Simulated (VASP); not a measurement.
Input of a VASP 6.6.1 run:

File INCAR:

```
ALGO     = Normal         # electronic algorithm
EDIFF    = 1E-6           # SCF threshold, eV
ENCUT    = 520            # plane-wave cutoff, eV
GGA      = PE             # functional
ISIF     = 2              # what is computed and relaxed
ISMEAR   = 0              # smearing method
LASPH    = True           # aspherical terms in the spheres
LCHARG   = False          # write CHGCAR
LREAL    = False          # projectors in reciprocal space
LWAVE    = False          # write WAVECAR
NELM     = 80             # most SCF steps
PREC     = Accurate       # precision mode
SIGMA    = 0.016          # smearing width, eV
```

Contents of KPOINTS:

```
k-points
0
Gamma
  7 7 7
```

The input POSCAR:

```
BaS
1.0
    0.0000000000      3.1937500000      3.1937500000
    3.1937500000      0.0000000000      3.1937500000
    3.1937500000      3.1937500000      0.0000000000
Ba S
1 1
Direct
    0.0000000000      0.0000000000      0.0000000000
    0.5000000000      0.5000000000      0.5000000000
```

Potentials or basis: VASP PAW PBE potentials, release 64 (Ba_sv, S).

The run is started by

```bash
$ cat potpaw_PBE.64/Ba_sv/POTCAR potpaw_PBE.64/S/POTCAR > POTCAR
$ mpirun -np 1 vasp_std > vasp.out
```

**Question.** Predict the band gap on the k mesh.

**Answer.** 2.17 eV, indirect (least direct gap 2.31 eV).

**Question.** Estimate the pressure.

**Answer.** 1.4 GPa.

Caveat: spin-orbit coupling is left out, which moves the levels of the heavy elements; an odd mesh through Γ misses points on the zone boundary, where band edges often lie.

The gap isn't set beside the measured one, since this odd mesh misses points on the zone boundary.
